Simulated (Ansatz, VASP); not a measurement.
**Rb in VASP and in Ansatz**

The input POSCAR:

```
Rb
1.0
    5.7051759400      0.0000000000      0.0000000000
    0.0000000000      4.6118495400      0.0000000000
    0.0000000000      0.0000000000     12.3048916700
Rb
4
Direct
    0.0470000000      0.2500000000      0.1430000000
    0.4530000000      0.7500000000      0.6430000000
    0.5470000000      0.2500000000      0.8570000000
    0.9530000000      0.7500000000      0.3570000000
```

The input INCAR.step1:

```
SYSTEM = Rb
ALGO = Normal ; EDIFF = 1E-4
ENCUT = 520 ; GGA = PE
ISMEAR = -1 ; LASPH = .True.
LCHARG = .False. ; LREAL = .False.
LWAVE = .True. ; NBANDS = 26
NELM = 100 ; PREC = Accurate
SIGMA = 0.1
```

INCAR.step2

```
SYSTEM = Rb
ALGO = Normal ; EDIFF = 1E-6
ENCUT = 520 ; ISIF = 2
ISMEAR = -1 ; ISTART = 1
LASPH = .True. ; LCHARG = .False.
LMIXTAU = .True. ; LREAL = .False.
LWAVE = .False. ; METAGGA = R2SCAN
NBANDS = 26 ; NELM = 100
PREC = Accurate ; SIGMA = 0.1
```

File KPOINTS:

```
k-points
0
Gamma
  3 4 2
  0 0 0
```

Input for Ansatz:

```yaml
crystal:
  lattice:
    - [5.70517594, 0.0, 0.0]
    - [0.0, 4.61184954, 0.0]
    - [0.0, 0.0, 12.30489167]
  atoms:
    - { symbol: Rb, position: [0.047, 0.25, 0.143] }
    - { symbol: Rb, position: [0.453, 0.75, 0.643] }
    - { symbol: Rb, position: [0.547, 0.25, 0.857] }
    - { symbol: Rb, position: [0.953, 0.75, 0.357] }
  symmetry: { tolerance: 0.0003 }
kpoints:
  mp_grid: { grid: [3, 4, 2], shift: [0, 0, 0] }
magnetization:
  spin_polarized: false
scf:
  occupations: { method: fermi_dirac }
hamiltonian:
  pseudopotentials: { kind: paw }
  xc: r2scan
basis:
  ecutwfc: 500
output:
  forces: true
  stress: true
  eigenvalues: true
  write_density: true
  write_potential: true
  elf: true
  volumetric_format: npy
```

This isn't the form of Rb at room conditions, which is bcc.

Alike in both runs: task single point; functional r2SCAN; k mesh 3 × 4 × 2; no spin polarisation.

```csv
,VASP,Ansatz
version,VASP 6.6.1,Ansatz 0.2.0
potentials or method,"VASP PAW PBE potentials, release 64 (Rb_sv)",PAW plane waves
plane-wave cutoff (eV),520,500
occupations,"fermi-dirac, width 0.1 eV",fermi-dirac
valence electrons in the cell,36,36
```

Ansatz gave:

```
gap on the k mesh at the Fermi level (eV)       : none
pressure (GPa)                                  : 1.0
largest component of the traceless stress (GPa) : 1.88
rms of the force components (eV/Å)              : 0.400
```

**Question.** Which values does VASP return?

**Answer.** gap on the k mesh at the Fermi level (eV): none; pressure (GPa): 1.0; largest component of the traceless stress (GPa): 1.89; rms of the force components (eV/Å): 0.401.

Atom by atom the forces differ by 0.002 eV/Å (rms over components). A gap of «none» marks a metal or a gap that the smearing closes.

Caveats: the k mesh is coarse (spacing up to 0.37 Å⁻¹), so the values aren't converged; the PAW data sets were made with another functional, which shifts forces and pressure a little (VASP).
